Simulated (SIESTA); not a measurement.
Crystal: Cu.

```
CELL_PARAMETERS angstrom
0.00000 1.80750 1.80750
1.80750 0.00000 1.80750
1.80750 1.80750 0.00000
ATOMIC_POSITIONS crystal
Cu 0.00000 0.00000 0.00000
```

Base run:

* Program: SIESTA 5.4.2
* Functional: PBE
* Potentials or basis: PseudoDojo 0.4 standard (PBE files)
* Basis: DZP (energy shift 0.003 Ry; two zetas on semicore shells)
* Grid cutoff: 800 Ry
* Energy shift: 0.003 Ry
* k mesh: 13 × 13 × 13
* Occupations: fermi-dirac, width 0.05 eV
* Spin: no spin polarisation

Its results: band gap on the k mesh none (metal or under the smearing width); pressure 1.1 GPa.

**Question.** The run is repeated on the same cell with these changes: functional from PBE to revPBE. What comes out?

**Answer.** Band gap on the k mesh none (metal or under the smearing width); pressure 5.4 GPa.

revPBE binds less tightly than PBE, so the same cell stands under more pressure.

Caveats: short orbitals over semicore shells can move pressures by several GPa; the basis of atomic orbitals isn't converged, which shifts pressures, moduli and gaps; the potentials were made for another functional, which shifts forces and pressure (some runs).

Not every run made on this cell is shown here.
